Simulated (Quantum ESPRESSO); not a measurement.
## SnO under changes of volume

One of the cells (17.769 Å³/atom); the others are scaled copies at fixed shape and fractional positions:

```
CELL_PARAMETERS angstrom
3.81370 0.00000 0.00000
0.00000 3.81370 0.00000
0.00000 0.00000 4.88691
ATOMIC_POSITIONS crystal
Sn 0.50000 0.00000 0.76463
Sn 0.00000 0.50000 0.23537
O 0.00000 0.00000 0.00000
O 0.50000 0.50000 0.00000
```

The cell is a database's computed one.

* Program: Quantum ESPRESSO 7.5
* Functional: LDA
* Potentials or basis: GBRV 1.5 LDA
* Cutoff: 925 eV
* Density cutoff: 7401 eV
* k mesh: 7 × 7 × 6
* Occupations: fermi-dirac, width 0.05 eV
* Spin: no spin polarisation

```csv
volume (Å³/atom),energy over the lowest point (meV/atom),pressure (GPa),gap on the mesh (eV)
16.703,4.69,3.1,0.26
17.058,0.00,0.8,0.33
17.414,0.27,-1.3,0.40
17.769,?,?,?
18.125,13.60,-4.9,0.53
18.480,25.80,-6.4,0.59
18.835,41.16,-7.8,0.64
```

**Question.** What does the run at 17.769 Å³/atom give?

**Answer.** Energy over the lowest point 4.96 meV/atom; pressure -3.3 GPa; gap on the mesh 0.46 eV.

Worked out: A Birch-Murnaghan fit of order 3 (a polynomial in V^(-2/3)) to the other rows has its minimum at 17.21 Å³/atom with B0 = V·E''(V) = 103 GPa and B' = 4.3 at fixed shape and positions, which overstates the stiffness. It gives 4.94 meV/atom at 17.769 Å³/atom, against the run's 4.96, and -dE/dV = -3.0 GPa, against -3.3. A straight line through the other rows of the gap, of slope 3.19 eV per unit of ln V, gives 0.46 eV, against the run's 0.46.

Energies are extrapolated to zero smearing.

Caveats: spin-orbit coupling is left out, which moves the levels of the heavy elements; an odd mesh through Γ misses points on the zone boundary, where band edges often lie.
